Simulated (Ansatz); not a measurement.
# Hf (Hafnium): the cost of one run

Program: Ansatz 0.2.0 through its Python package. Level of theory: DFT PBEsol+D3(BJ) with three-body term, plane waves, PAW. These are calculated values, not measurements.

## (1) The system

Symmetry: P6_3/mmc, No. 194, hexagonal system. The conventional cell has a = 3.197 Å, b = 3.197 Å, c = 5.058 Å, α = 90.00°, β = 90.00°, γ = 120.00°. Hf (site symmetry -6m2) is surrounded by 12 Hf at 3.13 to 3.20 Å.

No structure file is read: the coordinates are typed or built in the script.

## (2) The code

Input file hf_compress.py:

```python
"""Volume and enthalpy of Hf against pressure."""

import ansatz as az
import numpy as np

FUNCTIONAL = "pbesol"
VDW = "d3bjatm"
MESH = (13, 13, 7)
SMEARING = "cold"

def edges_and_angles(cell):
    cell = np.asarray(cell)
    a, b, c = np.linalg.norm(cell, axis=1)
    cosines = cell[1] @ cell[2] / (b * c), cell[0] @ cell[2] / (a * c), cell[0] @ cell[1] / (a * b)
    return (a, b, c, *np.degrees(np.arccos(cosines)))

hf = (
    az.Lattice.from_parameters(3.1967, 3.1967, 5.0578, alpha=90.0, beta=90.0, gamma=120.0)
    .atom("Hf", [1 / 3, 2 / 3, 0.25])
    .atom("Hf", [2 / 3, 1 / 3, 0.75])
)

model = hf.calculation()
model = model.functional(FUNCTIONAL, dispersion=VDW)
model = model.pseudopotentials("paw")
model = model.basis(19 * az.Ha)
model = model.kpoints(*MESH).occupations(SMEARING)

# H = F + PV, with 1 GPa A^3 = 1/160.21766 eV
rows = []
for pressure in [0, 10, 20, 30, 40]:
    res = model.relax(cell=True, pressure=pressure, force_tolerance=0.05).run()
    cell = res.lattice.cell_ang
    n_atoms = len(res.lattice.sites)
    volume = abs(np.linalg.det(cell)) / n_atoms
    enthalpy = res.report["free_energy_ev"] / n_atoms + pressure * volume / 160.21766
    rows.append((pressure, volume, enthalpy, *edges_and_angles(cell)))
    print(f"{pressure} GPa done: {volume:.4f} A^3/atom")

print(" P (GPa)  V (A^3/atom)  H (eV/atom)     a       b       c")
for row in rows:
    print("{:8.1f} {:12.4f} {:14.5f} {:7.4f} {:7.4f} {:7.4f}".format(*row[:6]))
p, v = np.array([row[0] for row in rows], float), np.array([row[1] for row in rows])
print("mean bulk modulus between rows (GPa):", np.round(-np.diff(p) / np.diff(np.log(v)), 1))
```

## (3) The input behind the calls

The package turns the script's settings into the engine's input (first run):

```yaml
crystal:
  lattice:
    a: 3.1967
    b: 3.1967
    c: 5.0578
    alpha: 90.0
    beta: 90.0
    gamma: 120.0
  atoms:
    - { symbol: Hf, position: [0.3333333333333333, 0.6666666666666666, 0.25] }
    - { symbol: Hf, position: [0.6666666666666666, 0.3333333333333333, 0.75] }
basis:
  ecutwfc: 517.016338673772
kpoints:
  mp_grid:
    grid: [13, 13, 7]
hamiltonian:
  xc: pbesol
  dispersion: d3bjatm
  pseudopotentials:
    kind: paw
scf:
  occupations:
    method: cold
relax:
  f_tol: 0.05
  cell:
    p_target: 0.0
```

## (4) Running it

Started as:

```bash
python hf_compress.py
```

What time and memory should one allow on 1 thread of Arm Neoverse V2, shared host?

About 3.3 min, with a peak of 0.43 GiB.
